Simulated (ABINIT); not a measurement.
# BeTe (F-43m) in ABINIT: single point with PBE

Aim: the single point of BeTe with PBE.

Program: ABINIT 10.8.3 (patched build). These are calculated values, not measurements. Logs are shortened: lines on timing, memory, paths and dates and some standing lists are left out, and cuts for length are marked. The log counts tension as positive stress, the text compression.

## Step 1: Starting point

Symmetry: F-43m, No. 216, cubic system. Conventional cell: a = 5.540 Å, b = 5.540 Å, c = 5.540 Å, α = 90.00°, β = 90.00°, γ = 90.00°. Te (site symmetry -43m) has 4 Be at 2.40 Å as nearest neighbours. Be (site symmetry -43m) has 4 Te at 2.40 Å as nearest neighbours.

## Step 2: Single point, PBE

run.abi reads:

```
pp_dirpath "./"
pseudos "Te.upf, Be.upf"

acell 3*1.0
rprim
     0.0000000000     5.2345413652     5.2345413652
     5.2345413652     0.0000000000     5.2345413652
     5.2345413652     5.2345413652     0.0000000000
ntypat 2
znucl 52 4
natom 2
typat 1 2
xcart
     7.8518120478     7.8518120478     7.8518120478
     0.0000000000     0.0000000000     0.0000000000

ecut 952.398519 eV

kptopt 1
ngkpt 6 6 6
nshiftk 1
shiftk 0.0 0.0 0.0

ixc 11

nband 14
occopt 3
tsmear 0.05 eV

nstep 100
tolvrs 1.0e-10

iomode 3
prtwf 0
prtden 0
prteig 0
prtebands 0
enunit 1
```

Potentials or basis: PseudoDojo NC SR PBE v0.4.1 standard.

Started as:

```bash
mpirun --bind-to none -np 4 abinit run.abi > log 2>&1
```

run.abo:

```text
.Version 10.8.3 of ABINIT
 Symmetries : space group F-4 3 m (#216); Bravais cF (face-center cubic)
================================================================================
 Values of the parameters that define the memory need of the present run
     intxc =       0    ionmov =       0      iscf =       7    lmnmax =       6
     lnmax =       6     mgfft =      40  mpssoang =       3    mqgrid =    3001
     natom =       2  nloc_mem =       1    nspden =       1   nspinor =       1
    nsppol =       1      nsym =      24    n1xccc =    2501    ntypat =       2
    occopt =       3   xclevel =       2
       mpw =        2859          nfft =       64000          nkpt =          16
================================================================================
================================================================================

--------------------------------------------------------------------------------
------------- Echo of variables that govern the present computation ------------
--------------------------------------------------------------------------------
 -outvars: echo values of preprocessed input variables --------
            acell      1.0000000000E+00  1.0000000000E+00  1.0000000000E+00 Bohr
              amu      1.27600000E+02  9.01218200E+00
             ecut      3.50000000E+01 Hartree
           enunit           1
              ixc          11
         kptrlatt        6    0    0      0    6    0      0    0    6
          kptrlen      4.44165563E+01
            natom           2
            nband          14
            ngfft          40      40      40
             nkpt          16
            nstep         100
             nsym          24
           ntypat           2
           occopt           3
           prtden           0
        prtebands           0
           prteig           0
            prtwf           0
            rprim      0.0000000000E+00  5.2345413652E+00  5.2345413652E+00
                       5.2345413652E+00  0.0000000000E+00  5.2345413652E+00
                       5.2345413652E+00  5.2345413652E+00  0.0000000000E+00
          spgroup         216
           tolvrs      1.00000000E-10
           tsmear      1.83746611E-03 Hartree
            typat      1  2
           xangst      4.1549999972E+00  4.1549999972E+00  4.1549999972E+00
                       0.0000000000E+00  0.0000000000E+00  0.0000000000E+00
            xcart      7.8518120478E+00  7.8518120478E+00  7.8518120478E+00
                       0.0000000000E+00  0.0000000000E+00  0.0000000000E+00
             xred      7.5000000000E-01  7.5000000000E-01  7.5000000000E-01
                       0.0000000000E+00  0.0000000000E+00  0.0000000000E+00
            znucl       52.00000    4.00000

================================================================================

 chkinp: Checking input parameters for consistency.

================================================================================
[... 89 lines left out ...]
...

 Integrated electronic density in atomic spheres:
 ------------------------------------------------
 Atom  Sphere_radius  Integrated_density
    1        2.00000         11.97735732
    2        2.00000          3.06557872
================================================================================

 ----iterations are completed or convergence reached----

 Mean square residual over all n,k,spin=   67.905E-10; max=  15.195E-07
 reduced coordinates (array xred) for    2 atoms
       0.750000000000      0.750000000000      0.750000000000
       0.000000000000      0.000000000000      0.000000000000
 rms dE/dt=  6.0928E-27; max dE/dt=  8.6165E-27; dE/dt below (all hartree)
    1       0.000000000000      0.000000000000     -0.000000000000
    2       0.000000000000      0.000000000000      0.000000000000

 cartesian coordinates (angstrom) at end:
    1      4.15499999717058     4.15499999717058     4.15499999717058
    2      0.00000000000000     0.00000000000000     0.00000000000000

 cartesian forces (hartree/bohr) at end:
    1      0.00000000000000     0.00000000000000    -0.00000000000000
    2     -0.00000000000000    -0.00000000000000     0.00000000000000
 frms,max,avg= 7.8799997E-28 1.2345587E-27   0.000E+00  0.000E+00  0.000E+00 h/b

 cartesian forces (eV/Angstrom) at end:
    1      0.00000000000000     0.00000000000000    -0.00000000000000
    2     -0.00000000000000    -0.00000000000000     0.00000000000000
 frms,max,avg= 4.0520588E-26 6.3483560E-26   0.000E+00  0.000E+00  0.000E+00 e/A
 length scales=  1.000000000000  1.000000000000  1.000000000000 bohr
              =  0.529177210544  0.529177210544  0.529177210544 angstroms
 Fermi (or HOMO) energy (eV) =   5.59182   Average Vxc (eV)=  -9.82472
 Eigenvalues (   eV  ) for nkpt=  16  k points:
 kpt#   1, nband= 14, wtk=  0.00463, kpt=  0.0000  0.0000  0.0000 (reduced coord)
 -95.60942  -31.74494  -31.74494  -31.74494  -31.73044  -31.73044   -7.97295    4.65984
   4.65984    4.65984    8.26502    8.26502    8.26502    8.87182
 prteigrs : prtvol=0 or 1, do not print more k-points.

--- !EnergyTerms
iteration_state     : {dtset: 1, }
comment             : Components of total free energy in Hartree
kinetic             :  6.56269907878208E+01
hartree             :  2.94789910817521E+01
xc                  : -2.70864338647749E+01
Ewald energy        : -6.44626813580914E+01
psp_core            :  2.77655665735289E+00
local_psp           : -8.68810052840685E+01
non_local_psp       : -3.82899496458713E+01
internal            : -1.18837531625880E+02
'-kT*entropy'       : -1.61457626919543E-11
total_energy        : -1.18837531625896E+02
total_energy_eV     : -3.23373397359125E+03
band_energy         : -1.88130864050172E+01
...

 Cartesian components of stress tensor (hartree/bohr^3)
  sigma(1 1)= -1.13049169E-04  sigma(3 2)=  0.00000000E+00
  sigma(2 2)= -1.13049169E-04  sigma(3 1)=  0.00000000E+00
  sigma(3 3)= -1.13049169E-04  sigma(2 1)=  0.00000000E+00

-Cartesian components of stress tensor (GPa)         [Pressure=  3.3260E+00 GPa]
- sigma(1 1)= -3.32602137E+00  sigma(3 2)=  0.00000000E+00
- sigma(2 2)= -3.32602137E+00  sigma(3 1)=  0.00000000E+00
- sigma(3 3)= -3.32602137E+00  sigma(2 1)=  0.00000000E+00

== END DATASET(S) ==============================================================
================================================================================

 -outvars: echo values of variables after computation  --------
            acell      1.0000000000E+00  1.0000000000E+00  1.0000000000E+00 Bohr
           etotal     -1.1883753163E+02
            fcart      4.1151956365E-28  4.1151956365E-28 -1.2345586910E-27
                      -4.1151956365E-28 -4.1151956365E-28  1.2345586910E-27
            rprim      0.0000000000E+00  5.2345413652E+00  5.2345413652E+00
                       5.2345413652E+00  0.0000000000E+00  5.2345413652E+00
                       5.2345413652E+00  5.2345413652E+00  0.0000000000E+00
           strten     -1.1304916857E-04 -1.1304916857E-04 -1.1304916857E-04
                       0.0000000000E+00  0.0000000000E+00  0.0000000000E+00
           xangst      4.1549999972E+00  4.1549999972E+00  4.1549999972E+00
                       0.0000000000E+00  0.0000000000E+00  0.0000000000E+00
             xred      7.5000000000E-01  7.5000000000E-01  7.5000000000E-01
                       0.0000000000E+00  0.0000000000E+00  0.0000000000E+00
 Calculation completed.
```

It took 6.3 s on 4 MPI ranks of Arm Neoverse V1, shared host; peak memory 0.28 GiB.

What came out:

| Quantity | Value |
| --- | --- |
| Free energy | -3233.7340 eV |
| Band gap on the k mesh | 1.86 eV, indirect (least direct gap 3.61 eV) |
| Valence electrons inside the program's atomic spheres | Te 11.98; Be 3.07 |

Levels at points of the mesh, in eV from the valence-band top:
```
           k point  band 8  band 9  band 10  band 11  band 12  band 13
(0.00, 0.00, 0.00)    0.00    0.00     0.00     3.61     3.61     3.61
(0.50, 0.00, 0.00)   -5.85   -1.21    -1.21     3.24     4.60     4.60
(0.50, 0.50, 0.00)   -5.37   -2.82    -2.82     1.86     2.62    10.12
```

Caveat: the cutoff is too short for stress, so the log's stress isn't used; spin-orbit coupling is left out, which moves the levels of the heavy elements.
